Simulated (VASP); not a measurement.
Wanted: the native input for a VASP 6.6.1 run.

| Item | Value |
| --- | --- |
| Task | relaxation of shape and atoms at fixed volume |
| Functional | r2SCAN |
| Potentials or basis | VASP PAW PBE potentials, release 64 (Te) |
| Cutoff | 600 eV |
| k mesh | 9 × 9 × 6 |
| Occupations | gaussian, width 0.03 eV |
| Spin | no spin polarisation |
| Further INCAR settings | ALGO = Normal; EDIFF = 1e-07; IBRION = 2; EDIFFG = -0.01; NSW = 40; ISIF = 4 |

The structure of Te lies in POSCAR:

```
Te                                      
1.0
    4.5435678380      0.0000000000      0.0000000000
   -2.2717839190      3.9348451716     -0.0000000000
    0.0000000000      0.0000000000      5.8310667535
  Te            
     3
Direct
     0.2551234099192922    0.0000000000000000    0.3333333332999970
     0.0000000000000000    0.2551234099192922    0.6666666667000030
     0.7448765900807078    0.7448765900807078    1.0000000000000000
```

The cell isn't the ideal one: a relaxed cell with its volume scaled by 0.96.

The input as run:

INCAR

```
SYSTEM = Te
PREC = Accurate
ENCUT = 600
EDIFF = 1E-7
ISMEAR = 0
SIGMA = 0.03
LREAL = .False.
LASPH = .True.
NELM = 80
ALGO = Normal
ISIF = 4
LWAVE = .False.
LCHARG = .False.
METAGGA = R2SCAN
LMIXTAU = .True.
IBRION = 2
NSW = 40
EDIFFG = -0.01
```

KPOINTS

```
Automatic mesh
0
Gamma
  9 9 6
  0 0 0
```

Potentials or basis: VASP PAW PBE potentials, release 64 (Te).

Command:

```console
$ cat potpaw_PBE.64/Te/POTCAR > POTCAR
$ mpirun -np 1 vasp_std > vasp.out
```

It gave:

The energy gained by relaxing is 6.3 meV/atom. The ionic steps are 4. The pressure after relaxing is 0.6 GPa. The largest force after relaxing is 0.005 eV/Å and the band gap on the k mesh is 0.39 eV, direct.

Caveat: the PAW data sets were made with another functional, which shifts forces and pressure a little; spin-orbit coupling is left out, which moves the levels of the heavy elements; an odd mesh through Γ misses points on the zone boundary, where band edges often lie.

Wall time 18 min on 1 thread of Intel(R) Xeon(R) Platinum 8488C (Sapphire Rapids), on a shared host, peak memory 0.32 GiB.
